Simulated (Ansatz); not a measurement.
# Hf: single points about a listed cell

A set of self-consistent runs on Hf under random distortions, further strains and shifts, distortions that keep the symmetry, to map its energy surface near the listed cell.

Computed with Ansatz 0.2.0 (DFT PBEsol, scalar-relativistic, plane waves, PAW, unless a step's input says otherwise).

1 further run of the same task is left out (set aside as unsound or not needed).

## (1) The system as given

The structure is cubic, space group Fm-3m (No. 225). The conventional cell has a = 4.440 Å, b = 4.440 Å, c = 4.440 Å, α = 90.00°, β = 90.00°, γ = 90.00°. Around Hf (site symmetry m-3m) lie 12 Hf at 3.14 Å.

Structure file:

```xyz
1
Lattice="0.0000 2.2200 2.2200 2.2200 0.0000 2.2200 2.2200 2.2200 0.0000" Properties=species:S:1:pos:R:3 pbc="T T T"
Hf    0.0000    0.0000    0.0000
```

The structure comes from the Crystallography Open Database.

## (2) A distortion that keeps the symmetry

What differs from the listed cell: strain xx, yy, zz, yz, xz, xy = +4.8, +4.8, +4.8, +0.0, +0.0, +0.0 %.

Input file input.yaml:

```yaml
crystal:
  lattice:
    - [0.0, 2.3259384, 2.3259384]
    - [2.3259384, 0.0, 2.3259384]
    - [2.3259384, 2.3259384, 0.0]
  atoms:
    - { symbol: Hf, position: [0.0, 0.0, 0.0] }
basis:
  ecutwfc: 420
kpoints:
  mp_grid: { grid: [16, 16, 16] }
hamiltonian:
  xc: pbesol
scf:
  occupations: { method: gaussian, width: 0.1 }
output:
  forces: true
  stress: true
  eigenvalues: true
```

Started as:

```console
$ ansatz run input.yaml --threads 1 --pin off --max-ram 1331MiB --backend cpu --events-out ev --progress --plain --runs-dir out
```

## (3) A change within the space group

Changes to input.yaml since step 2:

```diff
@@ -2,5 +2,5 @@
   lattice:
-    - [0.0, 2.3259384, 2.3259384]
-    - [2.3259384, 0.0, 2.3259384]
-    - [2.3259384, 2.3259384, 0.0]
+    - [0.0, 2.165832, 2.165832]
+    - [2.165832, 0.0, 2.165832]
+    - [2.165832, 2.165832, 0.0]
   atoms:
```

## (4) A distortion that keeps the symmetry

Changes to input.yaml since step 3:

```diff
@@ -2,5 +2,5 @@
   lattice:
-    - [0.0, 2.165832, 2.165832]
-    - [2.165832, 0.0, 2.165832]
-    - [2.165832, 2.165832, 0.0]
+    - [0.0, 2.2106538, 2.2106538]
+    - [2.2106538, 0.0, 2.2106538]
+    - [2.2106538, 2.2106538, 0.0]
   atoms:
@@ -19 +19,2 @@
   eigenvalues: true
+  populations: true
```

## (5) A distortion that keeps the symmetry

Changes to input.yaml since step 4:

```diff
@@ -2,5 +2,5 @@
   lattice:
-    - [0.0, 2.2106538, 2.2106538]
-    - [2.2106538, 0.0, 2.2106538]
-    - [2.2106538, 2.2106538, 0.0]
+    - [0.0, 2.2362726, 2.2362726]
+    - [2.2362726, 0.0, 2.2362726]
+    - [2.2362726, 2.2362726, 0.0]
   atoms:
```

## (6) A distortion of lower symmetry

Input file input.yaml:

```yaml
crystal:
  lattice:
    - [0.0, 2.2241958, 2.2241958]
    - [2.2685958, -0.0444, 2.2685958]
    - [2.2241958, 2.2241958, 0.0]
  atoms:
    - { symbol: Hf, position: [0.0, 0.0, 0.0] }
basis:
  ecutwfc: 420
kpoints:
  mp_grid: { grid: [15, 14, 15] }
hamiltonian:
  xc: pbesol
scf:
  occupations: { method: gaussian, width: 0.1 }
output:
  forces: true
  stress: true
  eigenvalues: true
```

## (7) A distortion of lower symmetry

Input file input.yaml:

```yaml
crystal:
  lattice:
    - [-0.0222, 2.2480608, 2.2404018]
    - [2.2480608, -0.0222, 2.2404018]
    - [2.2258608, 2.2258608, 0.0]
  atoms:
    - { symbol: Hf, position: [0.0, 0.0, 0.0] }
basis:
  ecutwfc: 420
kpoints:
  mp_grid: { grid: [14, 14, 14] }
hamiltonian:
  xc: pbesol
scf:
  occupations: { method: gaussian, width: 0.1 }
output:
  forces: true
  stress: true
  eigenvalues: true
```

## (8) A random distortion, cell strained

Input file input.yaml:

```yaml
crystal:
  lattice:
    - [0.0577422, 2.1748674, 2.2653546]
    - [2.1049818, 0.1088244, 2.2142724]
    - [2.1758664, 2.1946698, 0.0379398]
  atoms:
    - { symbol: Hf, position: [0.0, 0.0, 0.0] }
basis:
  ecutwfc: 420
kpoints:
  mp_grid: { grid: [14, 16, 14] }
hamiltonian:
  xc: pbesol
scf:
  occupations: { method: gaussian, width: 0.1 }
output:
  forces: true
  stress: true
  eigenvalues: true
```

**Question.** What will these runs give? Wanted: for each run, case; energy; pressure; largest force.

**Answer**, as computed:

```
step                                  case  energy (meV/atom)  pressure (GPa)  largest force (eV/Å)  gap on the mesh (eV)
   2  a distortion that keeps the symmetry               +0.0           -12.8                  0.00                  0.00
   3       a change within the space group             -135.4             7.0                  0.00                  0.00
   4  a distortion that keeps the symmetry             -160.8            -0.3                  0.00                  0.00
   5  a distortion that keeps the symmetry             -150.9            -3.7                  0.00                  0.00
   6        a distortion of lower symmetry            -141.1*            -4.9                  0.00                  0.00
   7        a distortion of lower symmetry            -143.2*            -4.8                  0.00                  0.00
   8    a random distortion, cell strained             -86.0*             9.7                  0.00                  0.00
```

Energies are counted from step 2, with the smearing taken to zero; a star marks another k mesh, which can shift energies by itself, so starred rows don't rank against the others. A gap of 0.00 means none on the mesh at this level.

**Reading.** With one atom in the cell, moving it shifts the whole crystal, so no force arises from that. The pressure is 9.7 GPa in the smallest cell and -12.8 GPa in the largest; between them shape and moved atoms count too. The distorted cells of the listed formula and level show no gap on the mesh. The runs treat Hf without spin-orbit coupling.
